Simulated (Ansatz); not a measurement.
**Could PtSe2 exist in this structure?**

Plane-wave DFT in Ansatz with scalar-relativistic PAW potentials. The crystal relaxes under PBE to P-3m1 with a = 3.752 Å, c = 6.527 Å, 26.52 Å³/atom. No spin polarisation.

```
Pt Se
1.0
     3.75166    0.00000    0.00000
    -1.87583    3.24903    0.00000
     0.00000    0.00000    6.52688
Pt Se
1 2
Direct
  0.00000 0.00000 0.00000
  0.33333 0.66667 0.20019
  0.66667 0.33333 0.79981
```

**Question.** Test it against the elements, against displacements at the zone centre and against strain.

**Answer.**
- Energy over the elements: -0.398 eV/atom (PBE, standard states in the same functional, gases uncorrected)
- Optical modes at Γ: all 6 real, 158 to 215 cm⁻¹ (PBEsol, no gap at this level, so no LO-TO term)
- Least eigenvalue of the elastic tensor: 26 GPa (PBEsol, smearing 0.15 eV on a cell relaxed with it; where the run has no gap this value hangs on mesh and smearing)

It passes all three tests. So it is a local minimum against everything tried and bound against the elements. Modes at other wave vectors, other structures and decomposition into other compounds weren't tested here. The modes and the tensor belong to cells relaxed at their own level (19.84 Å³/atom for the tensor), not to the cell shown; modes and shear constants soften as a cell grows, so the larger cell shown may fail a test that the smaller one passes.

Spin-orbit coupling is left out, which matters for the bands of heavy elements. The cell holds layers, and where no dispersion correction was added their binding is poorly described.